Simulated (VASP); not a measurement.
# BaTiO3 (Pm-3m) in VASP: a series of runs, part 2 of 2

VASP 6.6.1. Earlier steps stand in the parts before.

## Step 3: Single point, LDA

Input file INCAR:

```
PREC = Accurate
ENCUT = 460
EDIFF = 1E-7
ISMEAR = 0
SIGMA = 0.05
LREAL = False
LASPH = True
NELM = 100
ALGO = Normal
ISIF = 2
LWAVE = False
LCHARG = False
GGA = CA
ADDGRID = True
```

Input file KPOINTS:

```
Automatic mesh
0
Gamma
  4 4 4
```

Input file POSCAR:

```
BaTiO3
1.0
    4.0060000000      0.0000000000      0.0000000000
    0.0000000000      4.0060000000      0.0000000000
    0.0000000000      0.0000000000      4.0060000000
Ba Ti O
1 1 3
Direct
    0.4701120000      0.5031600000      0.5056990000
   -0.0202070000      0.0016430000     -0.0204470000
   -0.0270160000     -0.0188640000      0.5097340000
   -0.0003670000      0.4971430000     -0.0056670000
    0.4958670000     -0.0087980000      0.0064420000
```

Potentials or basis: VASP PAW LDA potentials, release 64 (Ba_sv, Ti_sv, O).

On the command line:

```sh
$ cat potpaw_LDA.64/Ba_sv/POTCAR potpaw_LDA.64/Ti_sv/POTCAR potpaw_LDA.64/O/POTCAR > POTCAR
$ mpirun -np 1 vasp_std > vasp.out
```

OUTCAR:

```text
PREC = Accurate
   ENCUT = 460
   EDIFF = 1E-7
   ISMEAR = 0
   LREAL = False
   LASPH = True
   NELM = 100
   ISIF = 2
   GGA = CA

 Found     36 irreducible k-points:

 Following reciprocal coordinates:
            Coordinates               Weight
  0.000000  0.000000  0.000000      1.000000
  0.250000  0.000000  0.000000      2.000000
  0.000000  0.250000  0.000000      2.000000
  0.000000  0.000000  0.250000      2.000000
  0.500000  0.000000  0.000000      1.000000
  0.000000  0.500000  0.000000      1.000000
   k-points           NKPTS =     36   k-points in BZ     NKDIM =     36   number of bands    NBANDS=     24
   number of dos      NEDOS =    301   number of ions     NIONS =      5
   total plane-waves  NPLWV =  21952
   dimension x,y,z NGX =    28 NGY =   28 NGZ =   28
   dimension x,y,z NGXF=    56 NGYF=   56 NGZF=   56
   ions per type =               1   1   3
   NGX,Y,Z   is equivalent  to a cutoff of  11.62, 11.62, 11.62 a.u.
   NGXF,Y,Z  is equivalent  to a cutoff of  23.24, 23.24, 23.24 a.u.
 SYSTEM =  unknown system
   PREC   = accura    normal or accurate (medium, high low for compatibility)
   ISTART =      0    job   : 0-new  1-cont  2-samecut
   ICHARG =      2    charge: 1-file 2-atom 10-const
   ISPIN  =      1    spin polarized calculation?
   LNONCOLLINEAR =      F non collinear calculations
   LSORBIT =      F    spin-orbit coupling
   LASPH  =      T    aspherical Exc in radial PAW
   ENCUT  =  460.0 eV  33.81 Ry    5.81 a.u.   7.01  7.01  7.01*2*pi/ulx,y,z
   NELM   =    100;   NELMIN=  2; NELMDL= -5     # of ELM steps
   EDIFF  = 0.1E-06   stopping-criterion for ELM
   LREAL  =      F    real-space projection
   EDIFFG = 0.1E-05   stopping-criterion for IOM
   NSW    =      0    number of steps for IOM
   IBRION =     -1    ionic relax: 0-MD 1-quasi-New 2-CG
   NFREE  =      0    steps in history (QN), initial steepest desc. (CG)
   ISIF   =      2    stress and relaxation
   ISYM   =      2    0-nonsym 1-usesym 2-fastsym
   POTIM  = 0.5000    time-step for ionic-motion
   TEBEG  =    0.0;   TEEND  =   0.0 temperature during run
   PSTRESS=    0.0 pullay stress
   NELECT =      40.0000    total number of electrons
   NUPDOWN=      -1.0000    fix difference up-down
   EMIN   =  10.00;   EMAX   =-10.00  energy-range for DOS
   EFERMI =   0.00;   METHOD = LEGACY
   ISMEAR =     0;   SIGMA  =   0.05  broadening in eV -4-tet -1-fermi 0-gaus
   EFERMI_NEDOS =   21; number of points for ismear=-14 and -15
   IALGO  =     38    algorithm
   IMIX   =      4    mixing-type and parameters
     AMIX     =   0.40;   BMIX     =  1.00
     AMIX_MAG =   1.60;   BMIX_MAG =  1.00
  volume/ion in A,a.u.               =      12.86        86.77
  Fermi-wavevector in a.u.,A,eV,Ry     =   1.397603  2.641087 26.576187  1.953295
  Thomas-Fermi vector in A             =   2.520843
   LORBIT       =      0    0 simple, 1 ext, 2 COOP (PROOUT), +10 PAW based schemes
   GGA     = CA    functional components
   LHFCALC =     F    Hartree Fock is set to
   AEXX    =    0.0000 exact exchange contribution
   IVDW    =     0    specifies the selected vdW correction
   LEPSILON=     F    determine dielectric tensor
   LRPA    =     F    only Hartree local field effects (RPA)
 non-spin polarized calculation
 Gauss-broadening in eV      SIGMA  =   0.05
  energy-cutoff  :      460.00
  volume of cell :       64.29
 maximum number of plane-waves:      1472
   NGX = 15   NGY = 15   NGZ = 15

 number of electron      40.0000001 magnetization

 Free energy of the ion-electron system (eV)
  ---------------------------------------------------
  ext. energy  EPLUGINS =         0.00000000
  ---------------------------------------------------
  free energy    TOTEN  =       -44.06351128 eV

  energy without entropy =      -44.06351128  energy(sigma->0) =      -44.06351128

 E-fermi :   3.8080     XC(G=0): -11.7160

 val. band max:        3.5109496602   @ k =   0.5000   0.5000   0.5000
 cond. band min:       5.3207265521   @ k =   0.0000   0.0000   0.0000
 fundamental gap:      1.8097768919
 Fermi energy:         3.8079773236

 k-point     1 :       0.0000    0.0000    0.0000
  band No.  band energies     occupation
      1     -52.3031      2.00000
      2     -28.9548      2.00000
      3     -28.9259      2.00000
      4     -28.9178      2.00000
      5     -21.1672      2.00000
      6     -13.0761      2.00000
[... 16 lines left out ...]
     23       5.4904      0.00000
     24       7.5648      0.00000

 k-point     2 :       0.2500    0.0000    0.0000
  band No.  band energies     occupation
      1     -52.3027      2.00000
      2     -28.9540      2.00000
      3     -28.9525      2.00000
      4     -28.9168      2.00000
      5     -21.1066      2.00000
      6     -13.1720      2.00000
[... 16 lines left out ...]
     23       6.2859      0.00000
     24       7.6216      0.00000

 k-point     3 :       0.0000    0.2500    0.0000
  band No.  band energies     occupation
      1     -52.3027      2.00000
      2     -28.9539      2.00000
      3     -28.9446      2.00000
      4     -28.9248      2.00000
      5     -21.1069      2.00000
      6     -13.1701      2.00000
[... 16 lines left out ...]
     23       6.2733      0.00000
     24       7.6461      0.00000

 k-point     4 :       0.0000    0.0000    0.2500
  band No.  band energies     occupation
      1     -52.3027      2.00000
      2     -28.9818      2.00000
      3     -28.9248      2.00000
      4     -28.9168      2.00000
      5     -21.1066      2.00000
      6     -13.1379      2.00000
[... 16 lines left out ...]
     23       6.3225      0.00000
     24       7.5682      0.00000

 k-point     5 :       0.5000    0.0000    0.0000
  band No.  band energies     occupation
      1     -52.3021      2.00000
      2     -28.9793      2.00000
      3     -28.9526      2.00000
      4     -28.9157      2.00000
      5     -21.0441      2.00000
      6     -13.3450      2.00000
[... 16 lines left out ...]
     23       7.0579      0.00000
     24       7.6084      0.00000

 k-point     6 :       0.0000    0.5000    0.0000
  band No.  band energies     occupation
      1     -52.3021      2.00000
      2     -28.9716      2.00000
      3     -28.9525      2.00000
      4     -28.9237      2.00000
      5     -21.0449      2.00000
      6     -13.3400      2.00000
[... 16 lines left out ...]
     23       7.0415      0.00000
     24       7.6295      0.00000

 [... further k-points ...]
[... 5 lines left out ...]
  --------------------------------------------------------------------------------------
  -------------------------------------------------------------------------------------
  Total       -2.7676996     -3.0145750     -2.1578640     -0.0899606     -0.1139878     -0.1469704
  in kB      -68.9757916    -75.1283489    -53.7776499     -2.2419716     -2.8407694     -3.6627518
  external PRESSURE =     -65.9605968 kB  Pullay stress =       0.0000000 kB

 VOLUME and BASIS-vectors are now :
 -----------------------------------------------------------------------------
  energy-cutoff  :      460.00
  volume of cell :       64.29
      direct lattice vectors                 reciprocal lattice vectors
     4.006000000  0.000000000  0.000000000     0.249625562  0.000000000  0.000000000
     0.000000000  4.006000000  0.000000000     0.000000000  0.249625562  0.000000000
     0.000000000  0.000000000  4.006000000     0.000000000  0.000000000  0.249625562

 POSITION                                       TOTAL-FORCE (eV/Angst)
 -----------------------------------------------------------------------------------
      1.88327      2.01566      2.02583         0.354360     -0.142072     -0.375305
      3.92505      0.00658      3.92409        -0.451761      0.047994     -0.023752
      3.89777      3.93043      2.04199         0.349219      0.366406      0.179323
      4.00453      1.99155      3.98330        -0.138853     -0.460181      0.222536
      1.98644      3.97076      0.02581        -0.112966      0.187853     -0.002802
 -----------------------------------------------------------------------------------
    total drift:                                0.000061      0.000043      0.000048

  FREE ENERGIE OF THE ION-ELECTRON SYSTEM (eV)
  ---------------------------------------------------
  free  energy   TOTEN  =       -44.0635112836 eV

  energy  without entropy=      -44.0635112836  energy(sigma->0) =      -44.06351128
```

Wall time 70 s (1 thread of AMD EPYC 7R13 (Zen 3), shared host); peak memory 0.21 GiB.

The run converged, but some of its settings lie outside the range that counts as converged, so its numbers aren't taken as properties of the crystal.

What came out:

```
Free energy            : -44.0635 eV
Pressure               : -6.6 GPa
Largest force          : 0.537 eV/Å
Band gap on the k mesh : 1.81 eV, indirect (least direct gap 2.09 eV)
```

Caveat: the cutoff is under 1.25 times the usual one of these potentials, so pressure, stress and relaxed cells hold a basis-set (Pulay) error; spin-orbit coupling is left out, which moves the levels of the heavy elements.

## Step 4: Single point, LDA

Changes to INCAR since step 3:

```diff
@@ -6,3 +6,3 @@
 LREAL = False
-LASPH = True
+LASPH = False
 NELM = 100
@@ -13,2 +13,2 @@
 GGA = CA
-ADDGRID = True
+ADDGRID = False
```

KPOINTS is that of step 3.

Input file POSCAR:

```
BaTiO3
1.0
    4.0060000000      0.0000000000      0.0000000000
    0.0000000000      4.0060000000      0.0000000000
    0.0000000000      0.0000000000      4.0060000000
Ba Ti O
1 1 3
Direct
    0.5000000000      0.5000000000      0.5000000000
    0.0000000000      0.0000000000      0.0000000000
    0.0000000000      0.0000000000      0.5000000000
    0.0000000000      0.5000000000      0.0000000000
    0.5000000000      0.0000000000      0.0000000000
```

On the command line:

```sh
$ cat potpaw_LDA.64/Ba_sv/POTCAR potpaw_LDA.64/Ti_sv/POTCAR potpaw_LDA.64/O/POTCAR > POTCAR
$ mpirun -np 1 vasp_std > vasp.out
```

Run time: 15 s. Hardware: 1 thread of AMD EPYC 7R13 (Zen 3), shared host; peak memory 0.12 GiB.

The run converged, but some of its settings lie outside the range that counts as converged, so its numbers aren't taken as properties of the crystal.

What came out:

```
Free energy            : -44.0899 eV
Pressure               : -8.0 GPa
Band gap on the k mesh : 1.63 eV, indirect (least direct gap 1.78 eV)
```

Caveat: the cutoff is under 1.25 times the usual one of these potentials, so pressure, stress and relaxed cells hold a basis-set (Pulay) error; spin-orbit coupling is left out, which moves the levels of the heavy elements.

## Step 5: Single point, LDA

INCAR is that of step 4.

KPOINTS is that of step 4.

Input file POSCAR:

```
BaTiO3
1.0
    4.0060000000      0.0000000000      0.0000000000
    0.0000000000      4.0060000000      0.0000000000
    0.0000000000      0.0000000000      4.0060000000
Ba Ti O
1 1 3
Direct
    0.4701120000      0.5031600000      0.5056990000
   -0.0202070000      0.0016430000     -0.0204470000
   -0.0270160000     -0.0188640000      0.5097340000
   -0.0003670000      0.4971430000     -0.0056670000
    0.4958670000     -0.0087980000      0.0064420000
```

On the command line:

```sh
$ cat potpaw_LDA.64/Ba_sv/POTCAR potpaw_LDA.64/Ti_sv/POTCAR potpaw_LDA.64/O/POTCAR > POTCAR
$ mpirun -np 1 vasp_std > vasp.out
```

It took 45 s on 1 thread of AMD EPYC 7R13 (Zen 3), shared host; peak memory 0.15 GiB.

These settings aren't checked as converged: the numbers below hold their error.

What came out:

| Quantity | Value |
| --- | --- |
| Free energy | -44.0635 eV |
| Pressure | -6.6 GPa |
| Largest force | 0.537 eV/Å |
| Band gap on the k mesh | 1.81 eV, indirect (least direct gap 2.09 eV) |

Caveat: the cutoff is under 1.25 times the usual one of these potentials, so pressure, stress and relaxed cells hold a basis-set (Pulay) error; spin-orbit coupling is left out, which moves the levels of the heavy elements.
